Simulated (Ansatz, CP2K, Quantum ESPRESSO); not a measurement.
One calculation of Be, 3 ways

```
Be
1.0
     2.28530    0.00000    0.00000
    -1.14265    1.97913    0.00000
     0.00000    0.00000    3.58420
Be
2
Cartesian
  1.1427 0.6597 2.6882
  0.0000 1.3194 0.8961
```

Alike in all runs: task single point; functional PBEsol; k mesh 13 × 13 × 8; occupations fermi-dirac, width 0.05 eV; no spin polarisation; no spin-orbit coupling. Pressure is positive in compression and, in plane waves, holds the error of the finite cutoff.

```csv
program and potentials,plane-wave cutoff (eV),notes,pressure (GPa)
"Quantum ESPRESSO, GBRV 1.5 PBEsol",612,-,-3.47
"Ansatz, all-electron LAPW, scalar-relativistic",-,-,-3.93
"CP2K, POTENTIAL_UZH Be GTH-PBE-q4; TZVP-MOLOPT-PBE-GTH basis",-,atomic basis; potentials made for PBE,-3.54
```

The pressure spans -3.93 (Ansatz, all-electron LAPW, scalar-relativistic) to -3.47 GPa (Quantum ESPRESSO, GBRV 1.5 PBEsol), with all-electron results at -3.93. Rows in atomic bases carry the error of their basis and grid, which can be large.

Differences between rows come from potentials, basis sets and numerical settings, since the functional is the same but for its coding. Runs on potential files found faulty are left out.
